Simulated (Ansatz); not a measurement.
## InSb: one input, then a changed one

The cell was built from the zincblende type and relaxed in the same program, and has space group F-43m; it needn't be a known or the stable phase.

First run: DFT, PBE, all-electron LAPW, scalar-relativistic (Ansatz 0.2.0).

Command: `ansatz run input.yaml --threads 1 --pin off --max-ram 2048MiB --backend cpu --events-out ev --progress --plain --runs-dir out` The run took about 24 s on 1 thread of a shared machine.

```yaml
crystal:
  lattice:
    - [0.0, 3.3187520224, 3.3187520224]
    - [3.3187520224, 0.0, 3.3187520224]
    - [3.3187520224, 3.3187520224, 0.0]
  atoms:
    - { symbol: In, position: [0.0, 0.0, 0.0] }
    - { symbol: Sb, position: [0.25, 0.25, 0.25] }
kpoints:
  mp_grid: { grid: [9, 9, 9] }
scf:
  occupations: { method: fermi_dirac, width: 0.15 }
hamiltonian:
  xc: pbe
  pseudopotentials: { kind: all_electron, lapw: { basis_error: 0.0005 } }
output:
  forces: true
  stress: true
  eigenvalues: true
```

Result: converged; pressure 0.01 GPa; no gap on the k mesh; 6 SCF iterations.

No spin–orbit coupling, which matters for the heavy atoms here.

The input is then changed:

```diff
@@ -11,4 +11,5 @@
 scf:
   occupations: { method: fermi_dirac, width: 0.15 }
+  n_extra_bands: 2
 hamiltonian:
   xc: pbe
```

Predict the outcome of the changed run.

It converged; pressure 0.01 GPa; no gap on the k mesh; 6 SCF iterations.
